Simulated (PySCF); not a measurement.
Match each property card to its molecule.

Structures:
1. `ONc1ccccc1` (C6H7NO)
2. `C#Cc1ccccc1` (C8H6)
3. `N#N` (N2)
4. `c1ccncc1` (C5H5N)
5. `CC(C)(C)O` (C4H10O)

Card P (geometry PBE0-D3(BJ)/def2-SVP):
- Rotational constants A, B, C: 5.685, 1.526, 1.203 GHz
- HOMO energy (PBE0/pcSseg-1): -6.92 eV
- Largest of the computed one-bond spin–spin couplings (means over like bonds) (B3LYP/pcJ-1, spin–dipole term left out): 13C–1H +275.1, 13C–13C +200.5, 13C–1H +170.6 (×2), 13C–1H +168.0 (×2), 13C–1H +167.9, 13C–13C +99.3, 13C–13C +63.4 (×2), 13C–13C +62.5 (×2) Hz
- Point group: C2v

Card Q (geometry PBE0-D3(BJ)/def2-SVP):
* Rotational constant B (linear): 59.896 GHz
* Largest of the computed one-bond spin–spin couplings (means over like bonds) (B3LYP/pcJ-1): 15N–15N -1.6 Hz
* HOMO energy (PBE0/pcSseg-1): -12.06 eV
* Point group: D∞h
* Dipole moment (PBE0/pcSseg-1): 0.00 D

Card R (geometry PBE0-D3(BJ)/def2-SVP):
- Rotational constants A, B, C: 6.052, 5.836, 2.971 GHz
- Isotropic shieldings of nuclei other than C and H, by class (GIAO PBE0/pcSseg-1): -98 (1 N) ppm
- Largest of the computed one-bond spin–spin couplings (means over like bonds) (B3LYP/pcJ-1, spin–dipole term left out for some pairs): 13C–1H +186.5 (×2), 13C–1H +170.0 (×2), 13C–1H +168.3, 13C–13C +59.7 (×2), 13C–13C +58.8 (×2), 15N–13C +0.4 (×2) Hz
- HOMO energy (PBE0/pcSseg-1): -7.42 eV
- Dipole moment (PBE0/pcSseg-1): 2.25 D
- 13C chemical shifts (computed TMS as zero) by class (GIAO PBE0/pcSseg-1): 156.1 (2 C), 140.8 (1 C), 128.5 (2 C) ppm

Card S (geometry PBE0-D3(BJ)/def2-SVP):
* Rotational constants A, B, C: 4.745, 4.721, 4.526 GHz
* 13C chemical shifts (computed TMS as zero) by class (GIAO PBE0/pcSseg-1): 66.8 (1 C), 32.6 (3 C) ppm
* Point group: Cs
* Largest of the computed one-bond spin–spin couplings (means over like bonds) (B3LYP/pcJ-1, spin–dipole term left out): 13C–1H +132.2 (×9), 17O–1H -69.7, 13C–13C +39.8 (×3), 17O–13C +19.8 Hz

Card T (geometry PBE0-D3(BJ)/def2-SVP):
- Rotational constants A, B, C: 5.049, 1.533, 1.186 GHz
- 13C chemical shifts (computed TMS as zero) by class (GIAO PBE0/pcSseg-1): 155.0 (1 C), 134.7 (2 C), 124.6 (1 C), 114.8 (2 C) ppm
- Point group: C1
- Dipole moment (PBE0/pcSseg-1): 1.25 D
- HOMO energy (PBE0/pcSseg-1): -6.07 eV

All species are isolated and taken at one optimised geometry, non-relativistic unless stated. Electronic properties by PySCF. NMR classes are plain means over equivalent atoms (diastereotopic ones count apart unless rotation or inversion swaps them), as if these changed places fast.

Q: Which card belongs to which structure?

A: P = 2, Q = 3, R = 4, S = 5, T = 1. What ties each card to its structure:
- 1 (card T), C6H7NO, monoisotopic mass 109.1 u, 8 heavy atoms: 6 C in 4 classes; point group C1; the least shielded carbon (155.0 ppm) is an aromatic carbon bearing nitrogen; an asymmetric top with C = 1.186 GHz, the lowest such constant on the cards; dipole 1.25 D.
- 2 (card P), C8H6, monoisotopic mass 102.0 u, 8 heavy atoms: an asymmetric top with C = 1.203 GHz.
- 3 (card Q), N2, monoisotopic mass 28.0 u, 2 heavy atoms: point group D∞h; a linear rotor with B = 59.896 GHz, the highest such constant on the cards; a dipole under 0.05 D.
- 4 (card R), C5H5N, monoisotopic mass 79.0 u, 6 heavy atoms: 5 C in 3 classes; the least shielded carbon (156.1 ppm) is an aromatic CH next to a ring nitrogen; an asymmetric top with C = 2.971 GHz; dipole 2.25 D.
- 5 (card S), C4H10O, monoisotopic mass 74.1 u, 5 heavy atoms: 4 C in 2 classes; point group Cs; the least shielded carbon (66.8 ppm) is a carbinol carbon (C–OH); an asymmetric top with C = 4.526 GHz.
